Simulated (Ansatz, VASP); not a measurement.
**As: VASP beside Ansatz**

The input INCAR:

```
SYSTEM = As
ALGO = Normal
EDIFF = 1E-6
ENCUT = 520
GGA = PE
ISIF = 2
ISMEAR = -1
LASPH = .True.
LCHARG = .False.
LREAL = .False.
LWAVE = .False.
NBANDS = 12
NELM = 80
PREC = Accurate
SIGMA = 0.02
```

File KPOINTS:

```
k-points
0
Gamma
  8 8 8
  0 0 0
```

File POSCAR:

```
As
1.0
    1.8815830580      1.0863324850      3.5613725906
   -1.8815830580      1.0863324850      3.5613725906
    0.0000000000     -2.1726649701      3.5613725905
As
2
Direct
    0.7738769956      0.7738769956      0.7738769956
    0.2261230044      0.2261230044      0.2261230044
```

Input for Ansatz:

```yaml
crystal:
  lattice:
    - [1.881583058, 1.086332485, 3.5613725906]
    - [-1.881583058, 1.086332485, 3.5613725906]
    - [0.0, -2.1726649701, 3.5613725905]
  atoms:
    - { symbol: As, position: [0.7738769956, 0.7738769956, 0.7738769956] }
    - { symbol: As, position: [0.2261230044, 0.2261230044, 0.2261230044] }
kpoints:
  mp_grid: { grid: [8, 8, 8] }
  band_path:
    path:
      - [0.0, 0.0, 0.0]
      - [0.5, 0.5, 0.5]
      - [0.7713036662, 0.2286963338, 0.5]
      - [0.5, -0.2286963338, 0.2286963338]
      - [0.5, 0.0, 0.0]
      - [0.3643481669, -0.3643481669, 0.0]
      - [0.6356518331, 0.0, 0.3643481669]
      - [0.5, 0.0, 0.5]
      - [0.5542607332, 0.4457392668, 0.5]
    npoints: 1
hamiltonian:
  xc: pbe
scf:
  occupations: { method: fermi_dirac, width: 0.02 }
  n_extra_bands: 4
output:
  forces: true
  stress: true
  eigenvalues: true
```

Alike in both runs: task single point; functional PBE; k mesh 8 × 8 × 8; occupations fermi-dirac, width 0.02 eV; no spin polarisation.

|  | VASP | Ansatz |
| --- | --- | --- |
| version | VASP 6.6.1 | Ansatz 0.2.0 |
| potentials or method | VASP PAW PBE potentials, release 64 (As) | plane waves, PAW |
| plane-wave cutoff (eV) | 520 | 420 |
| valence electrons in the cell | 10 | 30 |

Ansatz gave:

```
pressure (GPa)                                  : 2.7
largest component of the traceless stress (GPa) : 0.61
rms of the force components (eV/Å)              : 0.152
```

Question: Estimate VASP's values.

Answer: Pressure (GPa): 3.0; largest component of the traceless stress (GPa): 0.70; rms of the force components (eV/Å): 0.185.

Atom by atom the forces differ by 0.034 eV/Å (rms over components). The two sets of potentials don't hold the same shells in valence.
